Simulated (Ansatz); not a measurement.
# HgTe: the cost of one run

Method: DFT PBE, scalar-relativistic, plane waves, PAW, in Ansatz 0.2.0.

1 further run of the same task is left out (it didn't finish).

**1. The structure to begin with**

The structure is hexagonal, space group P6/mmm (No. 191). The conventional cell has a = 6.075 Å, b = 6.075 Å, c = 5.028 Å, α = 90.00°, β = 90.00°, γ = 120.00°. Around Hg (site symmetry 6/mmm) lie 6 Te at 3.04 Å. Around Hg (site symmetry -6m2) lie 6 Te at 3.07 Å and 3 Hg at 3.51 Å. Te (site symmetry mmm) has 4 Te at 3.04 Å and 6 Hg at 3.04 to 3.07 Å as nearest neighbours.

Coordinates:

```
Hg Te
1.0
     6.07468    0.00000    0.00000
    -3.03734    5.26083    0.00000
     0.00000    0.00000    5.02774
Hg Te
3 3
Direct
  0.00000 0.00000 0.00000
  0.33333 0.66667 0.50000
  0.66667 0.33333 0.50000
  0.50000 0.00000 0.00000
  0.50000 0.50000 0.00000
  0.00000 0.50000 0.00000
```

Recipe of the guess: species swapped into a database cell of TlPt (P6/mmm, No. 191), with Te on the Tl sites and Hg on the Pt sites. Its size is a rough estimate.

**2. The guess as it stands, on a coarse mesh**

input.yaml reads:

```yaml
crystal:
  lattice:
    - [6.07468347, 0.0, 0.0]
    - [-3.03734173, 5.2608302, 0.0]
    - [0.0, 0.0, 5.0277361]
  atoms:
    - { symbol: Hg, position: [0.0, 0.0, 0.0] }
    - { symbol: Hg, position: [0.33333333, 0.66666667, 0.5] }
    - { symbol: Hg, position: [0.66666667, 0.33333333, 0.5] }
    - { symbol: Te, position: [0.5, 0.0, 0.0] }
    - { symbol: Te, position: [0.5, 0.5, 0.0] }
    - { symbol: Te, position: [0.0, 0.5, 0.0] }
basis:
  ecutwfc: 420
kpoints:
  mp_grid: { grid: [3, 3, 4] }
hamiltonian:
  xc: pbe
scf:
  occupations: { method: gaussian, width: 0.1 }
  lower_state_search: "off"
output:
  forces: true
  stress: true
  eigenvalues: true
```

Run with:

```bash
$ ansatz run input.yaml --threads 1 --pin off --max-ram 2048MiB --backend cpu --events-out ev --progress --plain --runs-dir out
```

**Question.** How long does this run take on 1 thread of AMD EPYC 9R14 (Zen 4), shared host, and how much memory does it need?

About 2.8 s, with a peak of 0.5 GiB.
